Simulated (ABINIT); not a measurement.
C:

```
C
1.0
     2.52210    0.00000    0.00000
    -1.26105    2.18420    0.00000
     0.00000    0.00000    8.23710
C
8
Direct
  0.66667 0.33333 0.84375
  0.33333 0.66667 0.34375
  0.66667 0.33333 0.65625
  0.33333 0.66667 0.15625
  0.00000 0.00000 0.90625
  0.00000 0.00000 0.40625
  0.00000 0.00000 0.59375
  0.00000 0.00000 0.09375
```

This is a hexagonal form of diamond, not graphite.

Base run:

```yaml
Program: ABINIT 10.8.3 (patched build)
Functional: LDA-PZ
Potentials_or_basis: JTH PAW LDA v2.0
Cutoff: 544 eV
k_mesh: 12 × 12 × 4
Occupations: fermi-dirac, width 0.05 eV
Spin: no spin polarisation
```

Its results: band gap on the k mesh 4.37 eV, indirect (least direct gap 5.13 eV); pressure -12.5 GPa; largest force 0.330 eV/Å.

Problem. The run is repeated on the same cell with these changes: functional from LDA-PZ to LDA-VWN. What comes out?

Solution. Band gap on the k mesh 4.37 eV, indirect (least direct gap 5.14 eV); pressure -13.5 GPa; largest force 0.330 eV/Å.

Not every run made on this cell is shown here.
